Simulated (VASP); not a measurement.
SiC, 2 atoms in the cell. Symmetry: Fm-3m, No. 225, cubic system. Conventional cell: a = 4.002 Å, b = 4.002 Å, c = 4.002 Å, α = 90.00°, β = 90.00°, γ = 90.00°. C (site symmetry m-3m) is surrounded by 6 Si at 2.00 Å. Around Si (site symmetry m-3m) lie 6 C at 2.00 Å. The cell was built by a generator and needn't be a form met in nature.

| Property | Result |
| --- | --- |
| Program | VASP 6.6.1 |
| Task | single point |
| Functional | PBE |
| Potentials or basis | VASP PAW PBE potentials, release 64 (C, Si) |
| Cutoff | 520 eV |
| k mesh | 20 × 20 × 20 |
| Occupations | gaussian, width 0.05 eV |
| Spin | no spin polarisation |
| Dipole correction | no |
| Further INCAR settings | ALGO = Fast; EDIFF = 1e-07; NBANDS = 11 |

Potentials or basis: VASP PAW PBE potentials, release 64 (C, Si).

Command:

```bash
$ cat potpaw_PBE.64/C/POTCAR potpaw_PBE.64/Si/POTCAR > POTCAR
$ mpirun -np 1 vasp_std > vasp.out
```

Hardware: 1 thread of Intel(R) Xeon(R) 6975P-C (Granite Rapids), with other jobs on the host.

Question: Estimate the wall time of this run.

Answer: Run time: 18 s on 1 thread of Intel(R) Xeon(R) 6975P-C (Granite Rapids) (shared host), peak memory 0.16 GiB. Counts: scf iterations 14, k points 256.
